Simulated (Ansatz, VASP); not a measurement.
This is a calculation of BaTiO3 for Ansatz 0.2.0.

input.yaml

```yaml
crystal:
  lattice:
    - [4.0587165717, 0.0, 0.0]
    - [0.0, 4.0587165717, 0.0]
    - [0.0, 0.0, 4.0587165717]
  atoms:
    - { symbol: Ba, position: [0.5, 0.5, 0.5] }
    - { symbol: Ti, position: [0.0, 0.0, 0.0] }
    - { symbol: O, position: [0.0, 0.0, 0.5] }
    - { symbol: O, position: [0.0, 0.5, 0.0] }
    - { symbol: O, position: [0.5, 0.0, 0.0] }
hamiltonian:
  xc: pbe
  pseudopotentials: { kind: paw }
kpoints:
  mp_grid: { grid: [7, 7, 7] }
scf:
  occupations: { method: fermi_dirac, width: 0.05 }
output:
  forces: true
  stress: true
  eigenvalues: true
```

Potentials or basis: Ansatz PAW.

The run is started by

```sh
$ ansatz run input.yaml --threads 2 --pin off --max-ram 5120MiB --backend cpu --events-out ev --progress --plain --runs-dir out
```

Task: Translate it to VASP 6.6.1. Potentials there: VASP PAW PBE potentials, release 64 (Ba_sv, Ti_sv, O).

Result: As run (the cutoff follows the program's own potentials):

The input INCAR:

```
PREC = Accurate
ENCUT = 520
EDIFF = 1E-7
ISMEAR = -1
SIGMA = 0.05
LREAL = F
LASPH = T
NELM = 80
ALGO = Normal
ISIF = 2
LWAVE = F
LCHARG = F
GGA = PE
NBANDS = 28
```

KPOINTS

```
regular mesh
0
Gamma
  7 7 7
```

Contents of POSCAR:

```
BaTiO3
1.0
    4.0587165717      0.0000000000      0.0000000000
    0.0000000000      4.0587165717      0.0000000000
    0.0000000000      0.0000000000      4.0587165717
Ba Ti O
1 1 3
Direct
    0.5000000000      0.5000000000      0.5000000000
    0.0000000000      0.0000000000      0.0000000000
    0.0000000000      0.0000000000      0.5000000000
    0.0000000000      0.5000000000      0.0000000000
    0.5000000000      0.0000000000      0.0000000000
```

Potentials or basis: VASP PAW PBE potentials, release 64 (Ba_sv, Ti_sv, O).

Launch:

```sh
$ cat potpaw_PBE.64/Ba_sv/POTCAR potpaw_PBE.64/Ti_sv/POTCAR potpaw_PBE.64/O/POTCAR > POTCAR
$ mpirun -np 1 vasp_std > vasp.out
```

Both were run:

|  | VASP | Ansatz | Ansatz less VASP |
| --- | --- | --- | --- |
| gap on the k mesh at the Fermi level (eV) | 1.72 | 1.78 | +0.061 |
| least direct gap on the mesh (eV) | 1.84 | 1.87 | +0.025 |
| pressure (GPa) | -2.9 | -4.5 | -1.55 |

The functional is the same, so the differences come from potentials, cutoffs and numerics.

Caveats: spin-orbit coupling is left out, which moves the levels of the heavy elements; an odd mesh through Γ misses points on the zone boundary, where band edges often lie (VASP); odd divisions of the mesh miss points on the zone boundary, where band edges often lie, so the gap on the mesh can be too wide (Ansatz); the pressure holds a Pulay correction of +0.5 GPa for the finite cutoff (Ansatz).
